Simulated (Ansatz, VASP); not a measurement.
# Two plane-wave programs on PbO

```
CELL_PARAMETERS angstrom
5.87600 0.00000 0.00000
0.00000 5.47600 0.00000
0.00000 0.00000 4.74300
ATOMIC_POSITIONS crystal
Pb 0.76900 0.51400 0.25000
Pb 0.23100 0.48600 0.75000
Pb 0.76900 0.98600 0.75000
Pb 0.23100 0.01400 0.25000
O 0.13200 0.58200 0.25000
O 0.86800 0.41800 0.75000
O 0.13200 0.91800 0.75000
O 0.86800 0.08200 0.25000
```

Alike in both runs: task single point; functional PBE; k mesh 5 × 5 × 6; occupations fermi-dirac, width 0.05 eV; no spin polarisation.

```csv
,VASP,Ansatz
version,VASP 6.6.1,Ansatz 0.2.0
potentials or method,"VASP PAW PBE potentials, release 64 (Pb_d, O)",Ansatz PAW
plane-wave cutoff (eV),520,420
valence electrons in the cell,80,80
```

```tsv
	VASP	Ansatz	Ansatz less VASP
gap on the k mesh at the Fermi level (eV)	1.97	1.97	+0.004
least direct gap on the mesh (eV)	2.15	2.15	+0.002
pressure (GPa)	2.4	2.3	-0.05
largest component of the traceless stress (GPa)	4.33	4.16	-0.170
rms of the force components (eV/Å)	0.527	0.516	-0.0113
```

Atom by atom the forces differ by 0.022 eV/Å (rms over components).

Caveats: spin-orbit coupling is left out, which as a rule narrows the gap of such compounds by several tenths of an eV; the cell's inner coordinates are idealised or old, which leaves forces on the atoms; an odd mesh through Γ misses points on the zone boundary, where band edges often lie (VASP); odd divisions of the mesh miss points on the zone boundary, where band edges often lie, so the gap on the mesh can be too wide (Ansatz); the pressure holds a Pulay correction of +0.3 GPa for the finite cutoff (Ansatz).
